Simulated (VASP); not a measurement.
# Ge (Fd-3m) in VASP: phonons with LDA

Aim: the phonons of Ge with LDA.

All numbers are computed with VASP 6.6.1; they aren't measurements. Logs are shortened: lines on timing, memory, paths and dates and some standing lists are left out, and cuts for length are marked.

**1. Starting point**

It takes space group Fd-3m (No. 227, cubic). The conventional cell has a = 5.617 Å, b = 5.617 Å, c = 5.617 Å, α = 90.00°, β = 90.00°, γ = 90.00°. Ge (site symmetry -43m) is surrounded by 4 Ge at 2.43 Å.

The cell was built by a generator and needn't be a form met in nature.

**2. Phonons, LDA**

File POSCAR:

```
Ge
1.0
    0.0000000000      2.8085000000      2.8085000000
    2.8085000000      0.0000000000      2.8085000000
    2.8085000000      2.8085000000      0.0000000000
Ge
2
Direct
    0.0000000000      0.0000000000      0.0000000000
    0.2500000000      0.2500000000      0.2500000000
```

File INCAR.step1:

```
SYSTEM = Ge
  PREC = Accurate
  ENCUT = 600
  EDIFF = 1E-8
  ISMEAR = -1
  SIGMA = 0.03
  LREAL = .False.
  LASPH = .True.
  NELM = 60
  ALGO = Normal
  ISIF = 2
  LWAVE = .False.
  LCHARG = .False.
  GGA = CA
  NELECT = 27.94418
  KPAR = 2
  IBRION = 2
  NSW = 40
  EDIFFG = -0.002
```

File INCAR.step2:

```
SYSTEM = Ge
  PREC = Accurate
  ENCUT = 600
  EDIFF = 1E-8
  ISMEAR = -1
  SIGMA = 0.03
  LREAL = .False.
  LASPH = .True.
  NELM = 60
  ALGO = Normal
  ISIF = 2
  LWAVE = .False.
  LCHARG = .False.
  GGA = CA
  NELECT = 27.94418
  KPAR = 2
  IBRION = 6
  NFREE = 2
  POTIM = 0.015
  NSW = 1
```

File KPOINTS:

```
regular mesh
0
Gamma
  32 32 32
  0 0 0
```

Potentials or basis: VASP PAW LDA potentials, release 64 (Ge_d).

The run is started by

```
$ cat potpaw_LDA.64/Ge_d/POTCAR > POTCAR
$ cp INCAR.step1 INCAR
$ mpirun -np 2 vasp_std > vasp.out
$ cp CONTCAR POSCAR
$ cp INCAR.step2 INCAR
$ mpirun -np 2 vasp_std > vasp.out
```

OUTCAR:

```text
SYSTEM = Ge
   PREC = Accurate
   ENCUT = 600
   EDIFF = 1E-8
   ISMEAR = -1
   LREAL = .False.
   LASPH = .True.
   NELM = 60
   ISIF = 2
   GGA = CA
   NELECT = 27.94418
   IBRION = 6
   NFREE = 2
   POTIM = 0.015
   NSW = 1

 ion  position               nearest neighbor table
   1  0.000  0.000  0.000-   2 2.43   2 2.43   2 2.43   2 2.43
   2  0.250  0.250  0.250-   1 2.43   1 2.43   1 2.43   1 2.43

  LATTYP: Found a face centered cubic cell.
 ALAT       =     5.6170000000

  Lattice vectors:

 A1 = (   0.0000000000,   2.8085000000,   2.8085000000)
 A2 = (   2.8085000000,   0.0000000000,   2.8085000000)
 A3 = (   2.8085000000,   2.8085000000,   0.0000000000)

Analysis of symmetry for initial positions (statically):
=====================================================================
 Subroutine PRICEL returns:
 Original cell was already a primitive cell.

 Routine SETGRP: Setting up the symmetry group for a
 face centered cubic supercell.

 Subroutine GETGRP returns: Found 48 space group operations
 (whereof 24 operations were pure point group operations)
 out of a pool of 48 trial point group operations.

The static configuration has the point symmetry T_d .
 The point group associated with its full space group is O_h .

Analysis of symmetry for dynamics (positions and initial velocities):
=====================================================================
 Subroutine PRICEL returns:
 Original cell was already a primitive cell.

 Routine SETGRP: Setting up the symmetry group for a
 face centered cubic supercell.

 Subroutine GETGRP returns: Found 48 space group operations
 (whereof 24 operations were pure point group operations)
 out of a pool of 48 trial point group operations.

The dynamic configuration has the point symmetry T_d .
 The point group associated with its full space group is O_h .

 Subroutine INISYM returns: Found 48 space group operations
 (whereof 24 operations are pure point group operations),
 and found     1 'primitive' translations

----------------------------------------------------------------------------------------

                                     Primitive cell

  volume of cell :      44.3051

  direct lattice vectors                    reciprocal lattice vectors
     0.000000000  2.808500000  2.808500000    -0.178030977  0.178030977  0.178030977
     2.808500000  0.000000000  2.808500000     0.178030977 -0.178030977  0.178030977
     2.808500000  2.808500000  0.000000000     0.178030977  0.178030977 -0.178030977

  length of vectors
     3.971818790  3.971818790  3.971818790     0.308358698  0.308358698  0.308358698

  position of ions in fractional coordinates (direct lattice)
     0.000000000  0.000000000  0.000000000
     0.250000000  0.250000000  0.250000000

  ion indices of the primitive-cell ions
   primitive index   ion index
                 1           1
                 2           2

----------------------------------------------------------------------------------------

 KPOINTS: regular mesh

Automatic generation of k-mesh.
 Grid dimensions read from file:
 generate k-points for:   32   32   32

 Generating k-lattice:
[... 54 lines left out ...]
   ISTART =      0    job   : 0-new  1-cont  2-samecut
   ICHARG =      2    charge: 1-file 2-atom 10-const
   ISPIN  =      1    spin polarized calculation?
   LNONCOLLINEAR =      F non collinear calculations
   LSORBIT =      F    spin-orbit coupling
   LASPH  =      T    aspherical Exc in radial PAW
   ENCUT  =  600.0 eV  44.10 Ry    6.64 a.u.   7.93  7.93  7.93*2*pi/ulx,y,z
   NELM   =     60;   NELMIN=  2; NELMDL=  0     # of ELM steps
   EDIFF  = 0.1E-07   stopping-criterion for ELM
   LREAL  =      F    real-space projection
   EDIFFG = 0.1E-06   stopping-criterion for IOM
   NSW    =     61    number of steps for IOM
   IBRION =      6    ionic relax: 0-MD 1-quasi-New 2-CG
   NFREE  =      2    steps in history (QN), initial steepest desc. (CG)
   ISIF   =      2    stress and relaxation
   ISYM   =      2    0-nonsym 1-usesym 2-fastsym
   POTIM  = 0.0150    time-step for ionic-motion
   TEBEG  =    0.0;   TEEND  =   0.0 temperature during run
   PSTRESS=    0.0 pullay stress
   NELECT =      27.9442    total number of electrons
   NUPDOWN=      -1.0000    fix difference up-down
   EMIN   =  10.00;   EMAX   =-10.00  energy-range for DOS
   EFERMI =   0.00;   METHOD = LEGACY
   ISMEAR =    -1;   SIGMA  =   0.03  broadening in eV -4-tet -1-fermi 0-gaus
   EFERMI_NEDOS =   21; number of points for ismear=-14 and -15
   IALGO  =     38    algorithm
   IMIX   =      4    mixing-type and parameters
     AMIX     =   0.40;   BMIX     =  1.00
     AMIX_MAG =   1.60;   BMIX_MAG =  1.00
  volume/ion in A,a.u.               =      22.15       149.49
  Fermi-wavevector in a.u.,A,eV,Ry     =   1.403958  2.653096 26.818427  1.971099
  Thomas-Fermi vector in A             =   2.526568
   LORBIT       =      0    0 simple, 1 ext, 2 COOP (PROOUT), +10 PAW based schemes
   GGA     = CA    functional components
   LHFCALC =     F    Hartree Fock is set to
   AEXX    =    0.0000 exact exchange contribution
   IVDW    =     0    specifies the selected vdW correction
   LEPSILON=     F    determine dielectric tensor
   LRPA    =     F    only Hartree local field effects (RPA)
 finite differences with symmetry
 non-spin polarized calculation
  energy-cutoff  :      600.00
  volume of cell :       44.31
 maximum number of plane-waves:      1496
   NGX = 15   NGY = 15   NGZ = 15

--------------------------------------- Ionic step        1  -------------------------------------------

 number of electron      27.9441791 magnetization

 Free energy of the ion-electron system (eV)
  ---------------------------------------------------
  ext. energy  EPLUGINS =         0.00000000
  ---------------------------------------------------
  free energy    TOTEN  =       -10.65180221 eV

  energy without entropy =      -10.65118465  energy(sigma->0) =      -10.65149343

------------------------ aborting loop because EDIFF is reached ----------------------------------------

  FORCE on cell =-STRESS in cart. coord.  units (eV):
  Direction    XX          YY          ZZ          XY          YZ          ZX
  --------------------------------------------------------------------------------------
  -------------------------------------------------------------------------------------
  Total       -0.4434512     -0.4434512     -0.4434512      0.0000000      0.0000000     -0.0000000
  in kB      -16.0362620    -16.0362620    -16.0362620      0.0000000      0.0000000     -0.0000000
  external PRESSURE =     -16.0362620 kB  Pullay stress =       0.0000000 kB
[... 59 lines left out ...]
--------------------------------------- Ionic step        3  -------------------------------------------

 number of electron      27.9441793 magnetization

 Free energy of the ion-electron system (eV)
  ---------------------------------------------------
  ext. energy  EPLUGINS =         0.00000000
  ---------------------------------------------------
  free energy    TOTEN  =       -10.65067583 eV

  energy without entropy =      -10.65006962  energy(sigma->0) =      -10.65037272

 E-fermi :   4.4677     XC(G=0): -10.3725

 val. band max:        4.4656494465   @ k =   0.1562   0.0000   0.0000
 cond. band min:       4.4681502189   @ k =   0.0625  -0.0625  -0.0625
 fundamental gap:      0.0025007724
 Fermi energy:         4.4677460740

 k-point     1 :       0.0000    0.0000    0.0000
  band No.  band energies     occupation
      1     -20.0722      2.00000
      2     -20.0693      2.00000
      3     -20.0661      2.00000
      4     -20.0303      2.00000
      5     -20.0302      2.00000
      6     -19.8104      2.00000
[... 481 lines left out ...]
      5     -20.0035      2.00000
      6     -19.8358      2.00000
[... 10 lines left out ...]
     17       8.5956      0.00000
     18       9.8527      0.00000

 [... further k-points ...]

------------------------ aborting loop because EDIFF is reached ----------------------------------------

  FORCE on cell =-STRESS in cart. coord.  units (eV):
  Direction    XX          YY          ZZ          XY          YZ          ZX
  --------------------------------------------------------------------------------------
  -------------------------------------------------------------------------------------
  Total       -0.4468952     -0.4437607     -0.4437607     -0.0000000     -0.1371557      0.0000000
  in kB      -16.1608051    -16.0474537    -16.0474537     -0.0000000     -4.9598798      0.0000000
  external PRESSURE =     -16.0852375 kB  Pullay stress =       0.0000000 kB
[... 17 lines left out ...]
  FREE ENERGIE OF THE ION-ELECTRON SYSTEM (eV)
  ---------------------------------------------------
  free  energy   TOTEN  =       -10.6506758271 eV

  energy  without entropy=      -10.6500696174  energy(sigma->0) =      -10.65037272

 INTERNAL STRAIN TENSORS FROM DISPLACED ATOMS
 ============================================

 INTERNAL STRAIN TENSOR FOR ION    1 for displacements in x,y,z  (eV/Angst):
          X           Y           Z          XY          YZ          ZX
  --------------------------------------------------------------------------------
  x     0.00000    -0.00000    -0.00000    -0.00000     9.14261     0.00000
  y     0.00000     0.00000     0.00000     0.00000    -0.00000     9.14261
  z    -0.00000    -0.00000     0.00000     9.14261     0.00000    -0.00000

 INTERNAL STRAIN TENSOR FOR ION    2 for displacements in x,y,z  (eV/Angst):
          X           Y           Z          XY          YZ          ZX
  --------------------------------------------------------------------------------
  x     0.00000     0.00000     0.00000     0.00000    -9.14261     0.00000
  y    -0.00000     0.00000    -0.00000     0.00000     0.00000    -9.14261
  z     0.00000     0.00000     0.00000    -9.14261     0.00000     0.00000

 Eigenvectors and eigenvalues of the dynamical matrix
 ----------------------------------------------------

   1 f  =    8.219882 THz    51.647043 2PiTHz  274.185757 cm-1    33.994686 meV
             X         Y         Z           dx          dy          dz
      0.000000  0.000000  0.000000     0.000000   -0.707107    0.000000
      1.404250  1.404250  1.404250     0.000000    0.707107    0.000000
[... 21 lines left out ...]
   6 f  =    0.000000 THz     0.000000 2PiTHz    0.000000 cm-1     0.000000 meV
             X         Y         Z           dx          dy          dz
      0.000000  0.000000  0.000000     0.000000    0.000000    0.707107
      1.404250  1.404250  1.404250     0.000000    0.000000    0.707107

 ELASTIC MODULI CONTR FROM IONIC RELAXATION (kBar)
 Direction    XX          YY          ZZ          XY          YZ          ZX
 --------------------------------------------------------------------------------
 XX          -0.0000     -0.0000     -0.0000      0.0000      0.0000     -0.0000
 YY          -0.0000     -0.0000     -0.0000      0.0000      0.0000     -0.0000
 ZZ          -0.0000     -0.0000     -0.0000     -0.0000      0.0000     -0.0000
 XY           0.0000      0.0000     -0.0000   -301.1632      0.0000      0.0000
 YZ           0.0000      0.0000      0.0000      0.0000   -301.1632      0.0000
 ZX          -0.0000     -0.0000     -0.0000      0.0000      0.0000   -301.1632
 --------------------------------------------------------------------------------
```

Run time: 28 min. Hardware: 2 MPI ranks of Intel Xeon Platinum 8559C (Emerald Rapids), shared host; peak memory 5.1 GiB.

Results:

* Highest phonon frequency at Γ: 274 cm⁻¹

Phonon frequencies in cm⁻¹ (negative: imaginary):
| q point | frequencies |
| --- | --- |
| (0.000, 0.000, 0.000) | 0 0 0 274 274 274 |

Caveat: the cell is charged against a uniform background, so pressure and absolute levels hang on convention.
